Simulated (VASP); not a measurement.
# KTaO3: the relaxed cell at several levels of theory, part 3 of 3

Which functional gives which lattice for KTaO3? The starting structure is a measured crystal structure from the Crystallography Open Database. The first relaxation on each setting starts from this cell expanded by 3 % in volume.

VASP 6.6.1.

Results so far: PBEsol 12.71 Å³ an atom; LDA 12.42 Å³ an atom; PBE 13.08 Å³ an atom; PBEsol + D3(BJ) 12.52 Å³ an atom; r2SCAN 12.76 Å³ an atom; r2SCAN + rVV10 12.69 Å³ an atom.

**8. Relaxation with optB86b-vdW**

Level of this step: optB86b-vdW; plane waves and PAW (Ta_pv, K_sv, O) (VASP).

optB86b-vdW pairs nonlocal correlation with a less repulsive exchange of B86b form.

INCAR reads:

```
SYSTEM = KTaO3
PREC = Accurate
ENCUT = 520
EDIFF = 1E-06
NELM = 100
ISMEAR = 0
SIGMA = 0.03
LREAL = .FALSE.
ALGO = Normal
GGA = MK
AGGAC = 0
LUSE_VDW = .TRUE.
PARAM1 = 0.1234
PARAM2 = 1
LASPH = .TRUE.
NBANDS = 25
LORBIT = 11
LWAVE = .FALSE.
LCHARG = .FALSE.
KPAR = 4
IBRION = 2
NSW = 50
ISIF = 3
EDIFFG = -0.004
```

POSCAR reads:

```
KTaO3
1.0
    4.0277906871      0.0000000000      0.0000000000
    0.0000000000      4.0277906871      0.0000000000
    0.0000000000      0.0000000000      4.0277906871
Ta K O
1 1 3
Direct
    0.0000000000      0.0000000000      0.0000000000
    0.5000000000      0.5000000000      0.5000000000
    0.0000000000      0.0000000000      0.5000000000
    0.0000000000      0.5000000000      0.0000000000
    0.5000000000      0.0000000000      0.0000000000
```

KPOINTS reads:

```
Automatic mesh
0
Gamma
6 6 6
0 0 0
```

Potentials, in the order of the species: Ta_pv, K_sv and O (PBE family, release 64).

The run is started by

```
$ mpirun -np 4 vasp_std
```

Log:

```text
[banner, memory and clock lines left out]
running    4 mpi-ranks, on    1 nodes
[...]
[... a notice as in an earlier step ...]

 [... a notice as in an earlier step ...]

 LDA part: xc-table for (Slater+PW92), standard interpolation
 POSCAR, INCAR and KPOINTS ok, starting setup
[...]
entering main loop
       N       E                     dE             d eps       ncg     rms          rms(c)
DAV:   1     0.335393454399E+03    0.33539E+03   -0.20974E+04  1000   0.152E+03
DAV:   2    -0.217398361313E+02   -0.35713E+03   -0.34904E+03  1176   0.426E+02
DAV:   3    -0.401955119489E+02   -0.18456E+02   -0.18391E+02  1478   0.955E+01
DAV:   4    -0.407800901128E+02   -0.58458E+00   -0.58400E+00  1605   0.109E+01
[...]
DAV:  11    -0.321319258692E+02   -0.17234E-04   -0.10325E-03  1326   0.208E-01    0.331E-02
DAV:  12    -0.321319440665E+02   -0.18197E-04   -0.85818E-05  1282   0.806E-02    0.116E-02
DAV:  13    -0.321319436992E+02    0.36729E-06   -0.97313E-06  1383   0.266E-02
[...]
DAV:   7    -0.321255696138E+02   -0.22599E-04   -0.28645E-05  1477   0.314E-02    0.569E-03
DAV:   8    -0.321255699266E+02   -0.31278E-06   -0.88582E-07   880   0.696E-03
   2 F= -.32125570E+02 E0= -.32125570E+02  d E =0.637377E-02
 trial-energy change:    0.006374  1 .order    0.007179   -0.043043    0.057402
 step:   0.4404(harm=  0.4285)  dis= 0.00000  next Energy=   -32.141490 (dE=-0.955E-02)
[...]
N       E                     dE             d eps       ncg     rms          rms(c)
DAV:   1    -0.322248075177E+02   -0.99238E-01   -0.23751E+00  1132   0.140E+01    0.266E+00
DAV:   2    -0.321566314441E+02    0.68176E-01   -0.23110E-01  1162   0.336E+00    0.123E+00
DAV:   3    -0.321429553713E+02    0.13676E-01   -0.23609E-02  1304   0.142E+00    0.477E-01
DAV:   4    -0.321414623834E+02    0.14930E-02   -0.94958E-03  1473   0.583E-01    0.280E-01
DAV:   5    -0.321416021763E+02   -0.13979E-03   -0.51227E-04  1608   0.137E-01    0.762E-02
DAV:   6    -0.321416125643E+02   -0.10388E-04   -0.17043E-04  1595   0.799E-02    0.203E-02
DAV:   7    -0.321416122635E+02    0.30081E-06   -0.66013E-06  1356   0.157E-02
   3 F= -.32141612E+02 E0= -.32141612E+02  d E =-.966856E-02
[...]
reached required accuracy - stopping structural energy minimisation
```

The job ended after 41 s (4 MPI ranks of AMD EPYC 9R45, shared host; peak memory 1.4 GiB; 2.7 min of CPU time).

Parts of OUTCAR (step 8):

```text
  Total        0.0017269      0.0017269      0.0017269     -0.0000000      0.0000000      0.0000000
  in kB        0.0430084      0.0430084      0.0430084     -0.0000000      0.0000000      0.0000000
  external PRESSURE =       0.0430084 kB  Pullay stress =       0.0000000 kB

 POSITION                                       TOTAL-FORCE (eV/Angst)
 -----------------------------------------------------------------------------------
      0.00000      0.00000      0.00000         0.000000      0.000000      0.000000
      2.00346      2.00346      2.00346         0.000000     -0.000000      0.000000
     -0.00000     -0.00000      2.00346        -0.000000     -0.000000      0.000000
     -0.00000      2.00346      0.00000        -0.000000      0.000000      0.000000
      2.00346      0.00000      0.00000         0.000000      0.000000      0.000000
 -----------------------------------------------------------------------------------
    total drift:                                0.000000     -0.000000      0.000000

  FREE ENERGIE OF THE ION-ELECTRON SYSTEM (eV)
  ---------------------------------------------------
  free  energy   TOTEN  =       -32.1416122635 eV

  energy  without entropy=      -32.1416122635  energy(sigma->0) =      -32.14161226

[... 2 parts as in an earlier step ...]

[... 2 further parts left out ...]
[key lines of the parts left out:]
E-fermi :   1.7436
```

With optB86b-vdW the relaxed cell holds 12.867 Å³ an atom, +1.41 % against the measured cell, with a = 4.007 Å. That is +1.24 % from PBEsol. Pressures at 0.985 and 1.015 times this volume, from two more relaxations that aren't shown, give a bulk modulus of 199.1 GPa.

**9. Relaxation with SCAN**

SCAN adds the kinetic-energy density; it is numerically more delicate than r2SCAN. This run starts from the cell of an earlier relaxation, which isn't shown; the restart sets up the plane waves anew.

INCAR, as its differences from that of step 8:

```diff
@@ -9,7 +9,3 @@
 ALGO = Normal
-GGA = MK
-AGGAC = 0
-LUSE_VDW = .TRUE.
-PARAM1 = 0.1234
-PARAM2 = 1
+METAGGA = SCAN
 LASPH = .TRUE.
```

POSCAR, as its differences from that of step 8:

```diff
@@ -2,5 +2,5 @@
 1.0
-    4.0277906871      0.0000000000      0.0000000000
-    0.0000000000      4.0277906871      0.0000000000
-    0.0000000000      0.0000000000      4.0277906871
+    3.9836989437      0.0000000000      0.0000000000
+    0.0000000000      3.9836989437      0.0000000000
+    0.0000000000      0.0000000000      3.9836989437
 Ta K O
```

KPOINTS is that of step 8.

The run is started by

```
$ mpirun -np 4 vasp_std
```

Log:

```text
[... set-up lines as in an earlier step ...]
 entering main loop
       N       E                     dE             d eps       ncg     rms          rms(c)
DAV:   1     0.252859215009E+03    0.25286E+03   -0.21474E+04  1000   0.155E+03
DAV:   2    -0.108779474531E+03   -0.36164E+03   -0.35216E+03  1201   0.442E+02
DAV:   3    -0.127768834124E+03   -0.18989E+02   -0.18922E+02  1487   0.974E+01
DAV:   4    -0.128416568801E+03   -0.64773E+00   -0.64676E+00  1614   0.118E+01
[...]
DAV:  13    -0.108162279054E+03    0.25560E-04   -0.62078E-05  1349   0.480E-02    0.801E-03
DAV:  14    -0.108162277178E+03    0.18756E-05   -0.58884E-06  1254   0.151E-02    0.147E-03
DAV:  15    -0.108162277542E+03   -0.36336E-06   -0.45366E-07   985   0.538E-03
   1 F= -.10816228E+03 E0= -.10816228E+03  d E =-.108162E+03
[...]
reached required accuracy - stopping structural energy minimisation
```

Run time: 18 s. Hardware: 4 MPI ranks; peak memory 0.67 GiB; 68 s of CPU time.

OUTCAR, selected parts (step 9):

```text
  Total       -0.0002814     -0.0002814     -0.0002814     -0.0000000      0.0000000     -0.0000000
  in kB       -0.0071305     -0.0071305     -0.0071305     -0.0000000      0.0000000     -0.0000000
  external PRESSURE =      -0.0071305 kB  Pullay stress =       0.0000000 kB

 POSITION                                       TOTAL-FORCE (eV/Angst)
 -----------------------------------------------------------------------------------
      0.00000      0.00000      0.00000         0.000000      0.000000      0.000000
      1.99185      1.99185      1.99185         0.000000      0.000000      0.000000
      0.00000      0.00000      1.99185         0.000000      0.000000      0.000000
      0.00000      1.99185      0.00000         0.000000      0.000000      0.000000
      1.99185      0.00000      0.00000         0.000000      0.000000      0.000000
 -----------------------------------------------------------------------------------
    total drift:                                0.000000     -0.000000      0.000000

  FREE ENERGIE OF THE ION-ELECTRON SYSTEM (eV)
  ---------------------------------------------------
  free  energy   TOTEN  =      -108.1622775416 eV

  energy  without entropy=     -108.1622775416  energy(sigma->0) =     -108.16227754

[... 2 parts as in an earlier step ...]

[... 2 further parts left out ...]
[key lines of the parts left out:]
E-fermi :   1.6113
```

With SCAN the relaxed cell holds 12.644 Å³ an atom, -0.35 % against the measured cell, with a = 3.984 Å. That is -0.51 % from PBEsol. Pressures at 0.985 and 1.015 times this volume, from two more relaxations that aren't shown, give a bulk modulus of 214.4 GPa.

**10. The runs compared**

| level | volume (Å³/atom) | against the measured cell (%) | a (Å) | bulk modulus (GPa) | pressure left (GPa) | core minutes |
| --- | --- | --- | --- | --- | --- | --- |
| PBEsol | 12.709 | 0.17 | 3.9905 | 203.8 | -0.04 | 0.613 |
| LDA | 12.421 | -2.11 | 3.9601 | 218.0 | -0.01 | 0.96 |
| PBE | 13.076 | 3.06 | 4.0285 | 189.1 | -0.01 | 0.48 |
| PBEsol + D3(BJ) | 12.522 | -1.31 | 3.9708 | 211.8 | -0.01 | 1.08 |
| r2SCAN | 12.763 | 0.59 | 3.9961 | 210.0 | -0.02 | 2.6 |
| r2SCAN + rVV10 | 12.689 | 0.0 | 3.9884 | 214.0 | -0.04 | 4.93 |
| optB86b-vdW | 12.867 | 1.41 | 4.0069 | 199.1 | 0.0 | 2.73 |
| SCAN | 12.644 | -0.35 | 3.9837 | 214.4 | 0.0 | 4.24 |

Core minutes are wall time times ranks, summed over the relaxations behind a row (those for a bulk modulus apart), on shared hosts.

**11. What came out**

| Property | Result |
| --- | --- |
| volume, PBEsol | 12.71 Å³/atom |
| volume, LDA | 12.42 Å³/atom |
| volume, PBE | 13.08 Å³/atom |
| volume, PBEsol + D3(BJ) | 12.52 Å³/atom |
| volume, r2SCAN | 12.76 Å³/atom |
| volume, r2SCAN + rVV10 | 12.69 Å³/atom |
| volume, optB86b-vdW | 12.87 Å³/atom |
| volume, SCAN | 12.64 Å³/atom |

**Reading.** Across 8 levels the volume of KTaO3 spans 5.3 %, from 12.42 Å³ an atom (LDA) to 13.08 Å³ (PBE). Against the measured volume of the starting structure, r2SCAN + rVV10 comes nearest (+0.0 %) and PBE lies farthest (+3.1 %). The measured cell holds zero-point expansion and, unless it was taken cold, thermal expansion, which the runs lack, so small differences decide nothing. Adding D3(BJ) to PBEsol changes the volume by -1.5 %. Adding rVV10 to r2SCAN changes the volume by -0.6 %. The bulk modulus goes from 189.1 GPa (PBE) to 218.0 GPa (LDA). LASPH is on in some of these runs and off in others, which adds a little to the differences. Spin-orbit coupling is left out of all runs, which can matter with elements this heavy. All runs keep the symmetry of the start, so they can't find a distortion of lower symmetry. Further runs on this material are not shown.

[Lines on the potential files, build, host, timing and source positions are cut from VASP's logs without a mark.]

[Logs are printed without paths, hosts, clocks, repeated set-up lines and the standing remarks that a program may print on its own settings, such as how far it seeks lower states.]

[Hosts, paths, dates, database ids (printed as entryN), source tags and the programs' standing remarks are cut or masked in the printed files.]
